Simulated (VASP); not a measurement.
A run of VASP 6.6.1 is set up as follows.

The input INCAR:

```
ALGO = Normal
EDIFF = 1E-7
EDIFFG = -0.005
ENCUT = 600
GGA = PS
IBRION = 2
ISIF = 3
ISMEAR = 0
LASPH = True
LCHARG = False
LREAL = False
LWAVE = False
NELM = 80
NSW = 90
PREC = Accurate
SIGMA = 0.03
```

The input KPOINTS:

```
k-points
0
Gamma
  10 10 10
```

The input POSCAR:

```
Sn                                      
1.0
    0.0000000000      3.2685833775      3.2685833775
    3.2685833775     -0.0000000000      3.2685833775
    3.2685833775      3.2685833775      0.0000000000
  Sn            
     2
Direct
     0.0000000000000000    0.0000000000000000    0.0000000000000000
     0.2500000000000000    0.2500000000000000    0.2500000000000000
```

Potentials or basis: VASP PAW PBE potentials, release 64 (Sn_d).

Launch:

```bash
$ cat potpaw_PBE.64/Sn_d/POTCAR > POTCAR
$ mpirun -np 1 vasp_std > vasp.out
```

Task: What does it give for the band gap on the k mesh?

Result: None (metal or under the smearing width).

Final structure:
```xyz
2
Lattice="0.0000 3.2686 3.2686 3.2686 0.0000 3.2686 3.2686 3.2686 0.0000" Properties=species:S:1:pos:R:3 pbc="T T T"
Sn    0.0000    0.0000    0.0000
Sn    1.6343    1.6343    1.6343
```

Caveat: the relaxation stopped at its first step, so nothing moved.
